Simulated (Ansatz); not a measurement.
**Ge under changes of volume**

One of the cells (18.253 Å³/atom); the others are scaled copies at fixed shape and fractional positions:

```xyz
2
Lattice="1.4881 -2.5947 0.0000 1.4881 2.5947 0.0000 0.0000 0.0000 4.7276" Properties=species:S:1:pos:R:3 pbc="T T T"
Ge    1.4881    0.8643    1.1819
Ge    1.4881   -0.8643    3.5457
```

This isn't the form of Ge at room conditions, which is diamond.

- Program: Ansatz 0.2.0
- Functional: PBE0
- Potentials or basis: Ansatz PAW
- Cutoff: 420 eV (not typed: the program's choice for these potentials)
- k mesh: 6 × 6 × 4
- Occupations: fermi-dirac, width 0.05 eV
- Spin: no spin polarisation

```csv
volume (Å³/atom),energy over the lowest point (meV/atom),pressure (GPa),largest force (eV/Å)
17.158,24.25,6.7,0.026
17.523,11.57,4.5,0.025
17.888,3.64,2.5,0.024
18.253,0.00,0.7,0.023
18.618,?,?,?
18.984,3.87,-2.3,0.022
19.349,10.65,-3.6,0.021
```

**Question.** What does the run at 18.618 Å³/atom give?

**Answer.** Energy over the lowest point 0.20 meV/atom; pressure -0.9 GPa; largest force 0.023 eV/Å.

Worked out: A Birch-Murnaghan fit of order 3 (a polynomial in V^(-2/3)) to the other rows has its minimum at 18.41 Å³/atom with B0 = V·E''(V) = 81 GPa and B' = 4.3 at fixed shape and positions, which overstates the stiffness. It gives 0.20 meV/atom at 18.618 Å³/atom, against the run's 0.20, and -dE/dV = -0.9 GPa, against -0.9.

Energies are extrapolated to zero smearing.

Caveats: all runs use coarse meshes; the PAW data sets come from PBE, with cores solved anew for the run's functional, which leaves a small shift of forces and pressure; the thresholds are loose for stress.
